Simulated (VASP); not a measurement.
The system is GeS.

```
CELL_PARAMETERS angstrom
10.60781 0.00000 0.00000
0.00000 3.60810 0.00000
0.00000 0.00000 4.42234
ATOMIC_POSITIONS crystal
Ge 0.12508 0.25000 0.12823
Ge 0.37492 0.75000 0.62823
Ge 0.62508 0.25000 0.37177
Ge 0.87492 0.75000 0.87177
S 0.84723 0.25000 0.51187
S 0.65277 0.75000 0.01187
S 0.34723 0.25000 0.98813
S 0.15277 0.75000 0.48813
```

Base run:

```yaml
Program: VASP 6.6.1
Functional: LDA
Potentials_or_basis: VASP PAW LDA potentials, release 64 (Ge_d, S)
Cutoff: 520 eV
k_mesh: 2 × 6 × 6
Occupations: gaussian, width 0.01 eV
Spin: no spin polarisation
```

Its results: band gap on the k mesh 1.00 eV, direct; pressure -2.5 GPa; largest force 0.058 eV/Å.

The run is repeated on the same cell with these changes: functional from LDA to PBE; potentials or basis from VASP PAW LDA potentials, release 64 (Ge_d, S) to VASP PAW PBE potentials, release 64 (Ge_d, S). What comes out?

Band gap on the k mesh 1.10 eV, direct; pressure 2.3 GPa; largest force 0.253 eV/Å.

A k mesh can miss the band edges.
